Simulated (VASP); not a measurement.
# VASP 6.6.1, PBE single-point calculation, Si (strained lonsdaleite (2H))

INCAR

```
ISMEAR = -1
PREC = Accurate
NSW = 0
NBANDS = 16
EDIFF = 1E-7
ISIF = 2
LREAL = .FALSE.
GGA = PE
NELM = 120
LWAVE = .FALSE.
LASPH = .TRUE.
ENCUT = 520
LCHARG = .TRUE.
SIGMA = 0.02
LELF = .TRUE.
IBRION = -1
```

KPOINTS

```
KPOINTS created by Atomic Simulation Environment
0
Gamma
12 12 4
0 0 0
```

KPOINTS_OPT

```
special points
7
Reciprocal
0.0000000000 0.0000000000 0.0000000000 1
0.5000000000 0.0000000000 0.0000000000 1
0.3333333333 0.3333333333 0.0000000000 1
0.0000000000 0.0000000000 0.5000000000 1
0.5000000000 0.0000000000 0.5000000000 1
0.3333333333 0.3333333333 0.5000000000 1
0.0000000000 0.5000000000 0.0000000000 1
```

POSCAR

```
Si
 1.0000000000000000
     3.8321295590073570    0.0000000000000000    0.0000000000000000
    -1.9160647795036785    3.3187215486936292    0.0000000000000000
     0.0000000000000000    0.0000000000000000    6.4680411976999999
 Si
   4
Cartesian
 -0.0000000000000000  2.2124810324624193  0.0102558172823780
  1.9160647795036783  1.1062405162312097  3.2442764161323776
 -0.0000000000000000  2.2124810324624193  2.4152596318551223
  1.9160647795036783  1.1062405162312097  5.6492802307051218
```

VASP ran with the recommended PBE PAW datasets (16 valence electrons in the cell).

Command

```
mpirun -np 1 vasp_std
```

OSZICAR

```
N       E                     dE             d eps       ncg     rms          rms(c)
DAV:   1     0.252622677420E+02    0.25262E+02   -0.59414E+03  1824   0.818E+02
DAV:   2    -0.200983002893E+02   -0.45361E+02   -0.41035E+02  2496   0.120E+02
DAV:   3    -0.219604619594E+02   -0.18622E+01   -0.18448E+01  2440   0.226E+01
DAV:   4    -0.219827242273E+02   -0.22262E-01   -0.22257E-01  2296   0.315E+00
DAV:   5    -0.219831266495E+02   -0.40242E-03   -0.40238E-03  2504   0.400E-01    0.667E+00
DAV:   6    -0.217480372463E+02    0.23509E+00   -0.96475E-02  2192   0.148E+00    0.405E+00
DAV:   7    -0.216394309941E+02    0.10861E+00   -0.20546E-01  2184   0.224E+00    0.240E-01
DAV:   8    -0.216417448239E+02   -0.23138E-02   -0.15661E-02  2224   0.650E-01    0.117E-01
DAV:   9    -0.216421353510E+02   -0.39053E-03   -0.60258E-04  2408   0.143E-01    0.870E-02
DAV:  10    -0.216422963323E+02   -0.16098E-03   -0.16827E-04  2160   0.646E-02    0.168E-02
DAV:  11    -0.216423038297E+02   -0.74975E-05   -0.12515E-05  2384   0.188E-02    0.122E-02
DAV:  12    -0.216423061033E+02   -0.22736E-05   -0.25157E-06  2104   0.887E-03    0.365E-03
DAV:  13    -0.216423061288E+02   -0.25487E-07   -0.38537E-07  2384   0.319E-03
   1 F= -.21642306E+02 E0= -.21642306E+02  d E =-.924573E-08
       N       E                     dE             ncg
DAV:   1     0.191439844242E+04   -0.23593E+04      224
DAV:   2     0.160304225637E+04   -0.31136E+03      320
DAV:   3     0.158960985360E+04   -0.13432E+02      280
DAV:   4     0.158944026112E+04   -0.16959E+00      280
DAV:   5     0.158943730724E+04   -0.29539E-02      296
DAV:   6     0.158943722782E+04   -0.79422E-04      288
DAV:   7     0.158943722500E+04   -0.28158E-05      296
DAV:   8     0.158943722488E+04   -0.12145E-06      256
DAV:   9     0.158943722487E+04   -0.66973E-08      232
```

From OUTCAR

```
k-points           NKPTS =     57   k-points in BZ     NKDIM =     57   number of bands    NBANDS=     16

   NELECT =      16.0000    total number of electrons

   dimension x,y,z NGX =    30 NGY =   30 NGZ =   48
   dimension x,y,z NGXF=    60 NGYF=   60 NGZF=   96

  energy-cutoff  :      520.00
  volume of cell :       82.26
      direct lattice vectors                 reciprocal lattice vectors
     3.832129559  0.000000000  0.000000000     0.260951511  0.150660425  0.000000000
    -1.916064780  3.318721549  0.000000000     0.000000000  0.301320851  0.000000000
     0.000000000  0.000000000  6.468041198     0.000000000  0.000000000  0.154606313

 k-points in reciprocal lattice and weights: KPOINTS created by Atomic Simulation Env
   0.00000000  0.00000000  0.00000000       0.002
   0.08333333  0.00000000  0.00000000       0.010
   0.16666667  0.00000000  0.00000000       0.010
   0.25000000 -0.00000000  0.00000000       0.010
   0.33333333  0.00000000  0.00000000       0.010
   0.41666667  0.00000000  0.00000000       0.010
   0.50000000 -0.00000000  0.00000000       0.005
   0.08333333  0.08333333  0.00000000       0.010
   ...

 E-fermi :   6.1012

 k-point     1 :       0.0000    0.0000    0.0000
  band No.  band energies     occupation
      1      -6.2299      2.00000
      2      -4.1100      2.00000
      3      -1.3218      2.00000
      4       4.4422      2.00000
      5       4.4422      2.00000
      6       5.3540      2.00000
      7       5.8418      2.00000
      8       5.8418      2.00000
      9       7.0243      0.00000
     10       7.7701      0.00000
     11       7.9233      0.00000
     12       7.9233      0.00000
     13       9.2259      0.00000
     14       9.9716      0.00000
     15       9.9716      0.00000
     16      11.8403      0.00000

 k-point     2 :       0.0833    0.0000    0.0000
  band No.  band energies     occupation
      1      -6.1491      2.00000
      2      -4.0274      2.00000
      3      -1.2781      2.00000
      4       3.7576      2.00000
      5       4.2721      2.00000
      6       5.2036      2.00000
      7       5.2553      2.00000
      8       5.6883      2.00000
      9       7.4287      0.00000
     10       7.8517      0.00000
     11       8.0911      0.00000
     12       8.1723      0.00000
     13       9.5288      0.00000
     14      10.1775      0.00000
     15      10.2826      0.00000
     16      11.3139      0.00000

 k-point     3 :       0.1667    0.0000    0.0000
  band No.  band energies     occupation
      1      -5.9087      2.00000
      2      -3.7814      2.00000
      3      -1.1736      2.00000
      4       2.5738      2.00000
      5       3.8952      2.00000
      6       3.9634      2.00000
      7       4.9467      2.00000
      8       5.3398      2.00000
      9       7.2540      0.00000
     10       8.0823      0.00000
     11       8.6963      0.00000
     12       9.1943      0.00000
     13       9.2332      0.00000
     14      10.5365      0.00000
     15      11.0998      0.00000
     16      11.4608      0.00000

 k-point     4 :       0.2500   -0.0000    0.0000
  band No.  band energies     occupation
      1      -5.5165      2.00000
      2      -3.3782      2.00000
      3      -1.1286      2.00000
      4       1.5353      2.00000
      5       2.6469      2.00000
      6       3.4982      2.00000
      7       4.4320      2.00000
      8       4.9646      2.00000
      9       6.9474      0.00000
     10       8.4446      0.00000
     11       8.8135      0.00000
     12       9.0513      0.00000
     13       9.3522      0.00000
     14      11.1024      0.00000
     15      12.0010      0.00000
     16      12.2384      0.00000

 k-point     5 :       0.3333    0.0000    0.0000
  band No.  band energies     occupation
      1      -4.9926      2.00000
      2      -2.8351      2.00000
      3      -1.4246      2.00000
      4       1.0327      2.00000
      5       1.4096      2.00000
      6       3.1779      2.00000
      7       3.7948      2.00000
      8       4.6581      2.00000
      9       6.6634      0.00000
     10       8.4162      0.00000
     11       8.9614      0.00000
     12       8.9799      0.00000
     13       9.0862      0.00000
     14      11.9670      0.00000
     15      12.8614      0.00000
     16      12.8752      0.00000

 k-point     6 :       0.4167    0.0000    0.0000
  band No.  band energies     occupation
      1      -4.4025      2.00000
      2      -2.2130      2.00000
      3      -2.0737      2.00000
      4       0.3587      2.00000
      5       1.1055      2.00000
      6       2.9749      2.00000
      7       3.1868      2.00000
      8       4.4627      2.00000
      9       6.4495      0.00000
     10       8.1891      0.00000
     11       8.7601      0.00000
     12       9.0144      0.00000
     13       9.5406      0.00000
     14      11.9484      0.00000
     15      12.0309      0.00000
     16      13.8029      0.00000

 k-point     7 :       0.5000   -0.0000    0.0000
  band No.  band energies     occupation
      1      -4.0483      2.00000
      2      -2.4862      2.00000
      3      -1.8282      2.00000
      4      -0.1707      2.00000
      5       1.2504      2.00000
      6       2.8941      2.00000
      7       2.9057      2.00000
      8       4.3959      2.00000
      9       6.3696      0.00000
     10       8.1099      0.00000
     11       8.7043      0.00000
     12       8.9786      0.00000
     13       9.8812      0.00000
     14      11.4860      0.00000
     15      12.0594      0.00000
     16      13.9273      0.00000

 k-point     8 :       0.0833    0.0833    0.0000
  band No.  band energies     occupation
      1      -5.9884      2.00000
      2      -3.8631      2.00000
      3      -1.2031      2.00000
      4       2.9436      2.00000
      5       3.8889      2.00000
      6       4.3539      2.00000
      7       5.0788      2.00000
      8       5.3635      2.00000
      9       7.7896      0.00000
     10       7.9457      0.00000
     11       8.0072      0.00000
     12       9.0510      0.00000
     13       9.9031      0.00000
     14       9.9649      0.00000
     15      10.7960      0.00000
     16      11.4170      0.00000

 k-point     9 :       0.1667    0.0833    0.0000
  band No.  band energies     occupation
      1      -5.6717      2.00000
      2      -3.5380      2.00000
      3      -1.1187      2.00000
      4       1.9544      2.00000
      5       3.1879      2.00000
      6       3.3505      2.00000
      7       4.7111      2.00000
      8       4.8881      2.00000
      9       7.5609      0.00000
     10       8.3093      0.00000
     11       8.5769      0.00000
     12       9.4997      0.00000
     13       9.5269      0.00000
     14      10.4334      0.00000
     15      10.9113      0.00000
     16      11.6568      0.00000

 k-point    10 :       0.2500    0.0833    0.0000
  band No.  band energies     occupation
      1      -5.2110      2.00000
      2      -3.0624      2.00000
      3      -1.2279      2.00000
      4       1.2293      2.00000
      5       1.9699      2.00000
      6       2.9052      2.00000
      7       4.1581      2.00000
      8       4.4709      2.00000
      9       7.2893      0.00000
     10       8.6585      0.00000
     11       8.7376      0.00000
     12       9.1498      0.00000
     13       9.4148      0.00000
     14      11.0975      0.00000
     15      12.1732      0.00000
     16      12.1986      0.00000

 k-point    11 :       0.3333    0.0833    0.0000
  band No.  band energies     occupation
      1      -4.6402      2.00000
      2      -2.4660      2.00000
      3      -1.7452      2.00000
      4       0.8416      2.00000
      5       1.0757      2.00000
      6       2.6188      2.00000
      7       3.5212      2.00000
      8       4.1768      2.00000
      9       7.0802      0.00000
     10       8.2792      0.00000
     11       8.8244      0.00000
     12       9.3238      0.00000
     13       9.5158      0.00000
     14      12.0993      0.00000
     15      12.3548      0.00000
     16      12.4178      0.00000

 k-point    12 :       0.4167    0.0833    0.0000
  band No.  band energies     occupation
      1      -4.0947      2.00000
      2      -2.3708      2.00000
      3      -1.8817      2.00000
      4      -0.0174      2.00000
      5       1.2333      2.00000
      6       2.5347      2.00000
      7       2.9837      2.00000
      8       4.0264      2.00000
      9       6.9611      0.00000
     10       8.0619      0.00000
     11       8.6829      0.00000
     12       9.5850      0.00000
     13       9.8419      0.00000
     14      11.6064      0.00000
     15      12.0421      0.00000
     16      13.6865      0.00000

 ...

  Total        0.2953435      0.2953435     -1.5624993      0.0000000     -0.0000000      0.0000000
  in kB        5.7524687      5.7524687    -30.4331309      0.0000000     -0.0000000      0.0000000
  external PRESSURE =      -6.3093979 kB  Pullay stress =       0.0000000 kB

 POSITION                                       TOTAL-FORCE (eV/Angst)
 -----------------------------------------------------------------------------------
      0.00000      2.21248      0.01026         0.000000      0.000000      0.008142
      1.91606      1.10624      3.24428        -0.000000      0.000000      0.008142
      0.00000      2.21248      2.41526         0.000000     -0.000000     -0.008142
      1.91606      1.10624      5.64928         0.000000     -0.000000     -0.008142
 -----------------------------------------------------------------------------------
    total drift:                                0.000000     -0.000000      0.000000

  FREE ENERGIE OF THE ION-ELECTRON SYSTEM (eV)
  ---------------------------------------------------
  free  energy   TOTEN  =       -21.6423061288 eV

  energy  without entropy=      -21.6423061196  energy(sigma->0) =      -21.64230612
```

| Property | Result |
| --- | --- |
| gap between bands v and c | 0.53 eV |
| least direct gap | 1.18 eV |
| pressure | -0.6 GPa |

Band v is the last that the valence electrons fill when counted band by band, and c is the next.

The run took about 58 s on one core of a shared host (Intel Xeon Platinum 8488C) and held 0.24 GiB at most.
